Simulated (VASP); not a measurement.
Results of a VASP single-point calculation on SrO (strained rocksalt)

POSCAR

```
Sr O
 1.0000000000000000
     0.0000000000000000    2.5282944794000000    2.6083452348999998
     2.5282944794000000    0.0000000000000000    2.6083452348999998
     2.5282944794000000    2.5282944794000000    0.0000000000000000
 Sr  O
   1   1
Cartesian
  0.0000000000000000  0.0000000000000000  0.0000000000000000
  2.5282944794000004  2.5282944794000004  2.6083452349000003
```

```yaml
gap_between_bands_v_and_c: 3.66 eV
least_direct_gap: 3.71 eV
```

Band v is the last that the valence electrons fill when counted band by band, and c is the next. Levels in eV from the top of v:

```tsv
point	v−1	v	c	c+1
Γ	0.00	0.00	4.74	6.63
X	-0.20	-0.06	3.66	8.62
K	-0.62	-0.61	5.39	8.59
L	-1.21	-1.21	7.16	9.19
W	-0.58	-0.40	6.61	6.71
```

Problem. Which of these levels of theory gave these results?
A. PBE0
B. HSE06
C. PBE with spin–orbit coupling
D. PBE
E. PBEsol
F. LDA
G. r²SCAN

Solution. G.

The INCAR was:

```
LWAVE = .FALSE.
LREAL = .FALSE.
METAGGA = R2SCAN
IBRION = -1
PREC = Accurate
NSW = 0
EDIFF = 1E-7
LCHARG = .FALSE.
SIGMA = 0.01
ALGO = Normal
NELM = 120
NBANDS = 15
ISIF = 2
ISMEAR = 0
ENCUT = 520
LASPH = .TRUE.
```
